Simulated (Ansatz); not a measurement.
# k/polar: the cell at several levels of theory

Cell and atoms of k/polar, polar orthorhombic host are relaxed in turn with PBE, r2SCAN and PBEsol. This is a trial cell built on a prototype, not taken from a measured structure, and it needn't be the compound's ground state.

Code: Ansatz 0.2.0. PAW datasets, plane waves, zero pressure. All values are calculated for a non-magnetic cell, which may be hypothetical.

### Step 1. Starting point

This is the cell as the run starts from it, not yet at rest; its lengths are not the crystal's.

The symmetry is Pca2_1 (No. 29, orthorhombic); a = 5.219 Å, b = 5.005 Å, c = 5.033 Å in the conventional setting, 10.96 Å³ an atom. Hf has 7 O at 2.02–2.23 Å; O has 3 Hf at 2.02–2.13 Å; O has 4 Hf at 2.11–2.23 Å.

The structure in full:

```cif
data_structure
_symmetry_space_group_name_H-M 'P 1'
_symmetry_Int_Tables_number 1
_cell_length_a 5.2195
_cell_length_b 5.0048
_cell_length_c 5.0327
_cell_angle_alpha 90.000
_cell_angle_beta 90.000
_cell_angle_gamma 90.000
_cell_volume 131.46
loop_
_atom_site_label
_atom_site_type_symbol
_atom_site_fract_x
_atom_site_fract_y
_atom_site_fract_z
_atom_site_occupancy
Hf1 Hf 0.03301 0.26748 0.24144 1
Hf2 Hf 0.46699 0.26748 0.74144 1
Hf3 Hf 0.53301 0.73252 0.24144 1
Hf4 Hf 0.96699 0.73252 0.74144 1
O1 O 0.36787 0.07135 0.37927 1
O2 O 0.13213 0.07135 0.87927 1
O3 O 0.73395 0.46012 0.49229 1
O4 O 0.76605 0.46012 0.99229 1
O5 O 0.26605 0.53988 0.99229 1
O6 O 0.23395 0.53988 0.49229 1
O7 O 0.86787 0.92865 0.37927 1
O8 O 0.63213 0.92865 0.87927 1
```

### Step 2. Relaxation with PBE

File input.yaml:

```yaml
crystal:
  lattice:
    - [5.21946336, 0.0, 0.0]
    - [0.0, 5.00476369, 0.0]
    - [0.0, 0.0, 5.03268505]
  atoms:
    - { symbol: Hf, position: [0.033006, 0.26747918, 0.24144035] }
    - { symbol: Hf, position: [0.466994, 0.26747918, 0.74144035] }
    - { symbol: Hf, position: [0.533006, 0.73252082, 0.24144035] }
    - { symbol: Hf, position: [0.966994, 0.73252082, 0.74144035] }
    - { symbol: O, position: [0.36787255, 0.0713546, 0.37926726] }
    - { symbol: O, position: [0.13212745, 0.0713546, 0.87926726] }
    - { symbol: O, position: [0.73394852, 0.46011695, 0.49229239] }
    - { symbol: O, position: [0.76605148, 0.46011695, 0.99229239] }
    - { symbol: O, position: [0.26605148, 0.53988305, 0.99229239] }
    - { symbol: O, position: [0.23394852, 0.53988305, 0.49229239] }
    - { symbol: O, position: [0.86787255, 0.9286454, 0.37926726] }
    - { symbol: O, position: [0.63212745, 0.9286454, 0.87926726] }
kpoints:
  mp_grid: { grid: [6, 6, 6] }
hamiltonian:
  xc: pbe
scf:
  occupations: { method: fermi_dirac, width: 0.02 }
relax:
  f_tol: 0.005
  cell: {}
```

The runs that follow: Relaxation with r2SCAN; PBEsol: cell and atoms.

Before running it: what results should come out? Wanted: for each run, a; b; c; volume; space group; SCF geometries.

As calculated:

| level | a (Å) | b (Å) | c (Å) | volume (Å³/atom) | space group | SCF geometries |
| --- | --- | --- | --- | --- | --- | --- |
| PBE | 5.294 | 5.069 | 5.101 | 11.407 | Pca2_1 | 10 |
| r2SCAN | 5.247 | 5.030 | 5.059 | 11.127 | Pca2_1 | 8 |
| PBEsol | 5.228 | 5.017 | 5.042 | 11.021 | Pca2_1 | 10 |

What this shows: From the start to the first minimum the volume moved by +4.1 %. The volume runs from PBEsol (least) to PBE (most), a spread of 3.5 %, or 1.2 % in length if all axes shared it alike. The meshes differ: PBE 6×6×6, r2SCAN 4×4×4, PBEsol 4×4×4.
